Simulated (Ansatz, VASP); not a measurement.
One calculation of ZnS (Wurtzite-2H), two programs

The input INCAR:

```
SYSTEM = ZnS
PREC = Accurate
ENCUT = 600
EDIFF = 1E-7
ISMEAR = -1
SIGMA = 0.05
LREAL = .FALSE.
LASPH = .TRUE.
NELM = 100
ALGO = Normal
ISIF = 3
LWAVE = .FALSE.
LCHARG = .FALSE.
GGA = RP
IBRION = 2
NSW = 60
EDIFFG = -0.01
```

File KPOINTS:

```
regular mesh
0
G
  8 8 5
  0 0 0
```

The input POSCAR:

```
ZnS
1.0
    3.8110000000      0.0000000000      0.0000000000
   -1.9055000000      3.3004228138      0.0000000000
    0.0000000000      0.0000000000      6.2340000000
Zn S
2 2
Direct
    0.6666666667      0.3333333333      0.5000000000
    0.3333333333      0.6666666667      0.0000000000
    0.6666666667      0.3333333333      0.8850000000
    0.3333333333      0.6666666667      0.3850000000
```

File input.yaml:

```yaml
crystal:
  lattice:
    - [3.811, 0.0, 0.0]
    - [-1.9055, 3.3004228138, 0.0]
    - [0.0, 0.0, 6.234]
  atoms:
    - { symbol: Zn, position: [0.6666666667, 0.3333333333, 0.5] }
    - { symbol: Zn, position: [0.3333333333, 0.6666666667, 0.0] }
    - { symbol: S, position: [0.6666666667, 0.3333333333, 0.885] }
    - { symbol: S, position: [0.3333333333, 0.6666666667, 0.385] }
hamiltonian:
  xc: rpbe
  pseudopotentials: { kind: paw }
kpoints:
  mp_grid: { grid: [8, 8, 5] }
scf:
  occupations: { method: fermi_dirac, width: 0.05 }
output:
  forces: true
  stress: true
relax:
  f_tol: 0.01
  max_steps: 40
  cell: { stress_tol: 0.05 }
```

Alike in both runs: task relaxation of cell and atoms; functional RPBE; k mesh 8 × 8 × 5; occupations fermi-dirac, width 0.05 eV; no spin polarisation.

```csv
,VASP,Ansatz
version,VASP 6.6.1,Ansatz 0.2.0
potentials or method,"VASP PAW PBE potentials, release 64 (Zn, S)",Ansatz PAW
plane-wave cutoff (eV),600,420
valence electrons in the cell,36,36
```

Ansatz gave:

- relaxed volume (Å³/atom): 20.96
- relaxed cell length with the largest relative difference (Å): 6.380
- energy change over the relaxation (meV/atom): -24

Which values does VASP return?

Relaxed volume (Å³/atom): 21.00; relaxed cell length with the largest relative difference (Å): 6.387; energy change over the relaxation (meV/atom): -25.

Caveats: the PAW data sets were made with another functional, which shifts forces and pressure a little (VASP); odd divisions of the mesh miss points on the zone boundary, where band edges often lie, so the gap on the mesh can be too wide (Ansatz); the plane-wave basis is chosen anew once the cell has moved, so the energies of steps on either side of that aren't comparable (Ansatz); the PAW data sets come from PBE, with cores solved anew for the run's functional, which leaves a small shift of forces and pressure (Ansatz). Zero-point motion and thermal expansion aren't in these numbers. A hybrid or GW would open this gap; RPBE tends to underestimate it.
